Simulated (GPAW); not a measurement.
The system is Ir.

```
Ir
1.0
     0.00000    1.91560    1.91560
     1.91560    0.00000    1.91560
     1.91560    1.91560    0.00000
Ir
1
Direct
  0.00000 0.00000 0.00000
```

* Program: GPAW 26.7.0
* Task: relaxation of cell and atoms
* Functional: BLYP
* Dispersion: D4
* Potentials or basis: PAW data sets generated in the run's folder for this functional
* Cutoff: 600 eV
* Basis: pw
* k mesh: 12 × 12 × 12
* Occupations: fermi-dirac, width 0.05 eV
* Spin: no spin polarisation

At the start: pressure 5.9 GPa; volume 14.06 Å³/atom.

How do energy, volume and symmetry change on relaxing?

Over 3 steps the energy falls by 4.4 meV/atom and the volume is 14.29 Å³/atom (+1.6 %); space group Fm-3m (No. 225, to 0.05 Å).

Step by step:
| step | energy change (eV) | largest force (eV/Å) | pressure (GPa) | volume (Å³) |
| --- | --- | --- | --- | --- |
| 1 | 0.0000 | 0.0000 | 5.94 | 14.06 |
| 2 | -0.0039 | 0.0000 | -2.16 | 14.38 |
| 3 | -0.0044 | 0.0000 | -0.05 | 14.29 |

Final structure:
```
CELL_PARAMETERS angstrom
0.00000 1.92602 1.92602
1.92602 0.00000 1.92602
1.92602 1.92602 0.00000
ATOMIC_POSITIONS crystal
Ir 0.00000 0.00000 0.00000
```

Caveat: later steps reuse the first step's grids; pairwise dispersion overbinds metals, which lowers pressure and volume.
